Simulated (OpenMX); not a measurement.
BAs under changes of volume

One of the cells (13.899 Å³/atom); the others are scaled copies at fixed shape and fractional positions:

```xyz
2
Lattice="0.0000 2.4043 2.4043 2.4043 0.0000 2.4043 2.4043 2.4043 0.0000" Properties=species:S:1:pos:R:3 pbc="T T T"
As    3.6065    3.6065    3.6065
B     0.0000    0.0000    0.0000
```

| Property | Result |
| --- | --- |
| Program | OpenMX 3.8.5 |
| Functional | PBE |
| Potentials or basis | OpenMX 2013 PBE set, As7.0-s3p2d2, B7.0-s2p2d1, fixed grid of 36 × 36 × 36 points |
| k mesh | 11 × 11 × 11 |
| Occupations | fermi-dirac, width 0.05 eV |
| Spin | no spin polarisation |

```tsv
volume (Å³/atom)	energy over the lowest point (meV/atom)	gap on the mesh (eV)
12.809	41.65	1.20
13.081	22.88	1.22
13.354	9.72	1.24
13.899	0.00	1.27
14.171	1.69	1.29
14.444	?	?
```

Problem. What does the run at 14.444 Å³/atom give?

Solution. Energy over the lowest point 7.70 meV/atom; gap on the mesh 1.31 eV.

Worked out: A Birch-Murnaghan fit of order 3 (a polynomial in V^(-2/3)) to the other rows has its minimum at 13.92 Å³/atom with B0 = V·E''(V) = 129 GPa and B' = 4.8. It gives 7.42 meV/atom at 14.444 Å³/atom, against the run's 7.70. A straight line through the other rows of the gap, of slope 0.87 eV per unit of ln V, extrapolates to 1.31 eV, against the run's 1.31.

Energies are extrapolated to zero smearing.

Caveats: the basis has few d functions beyond the semicore shells, which can make volumes several per cent too large; an odd mesh through Γ misses points on the zone boundary, where band edges often lie; the basis of atomic orbitals isn't converged, which shifts pressures, moduli and gaps. Spin-orbit coupling on As is left out.
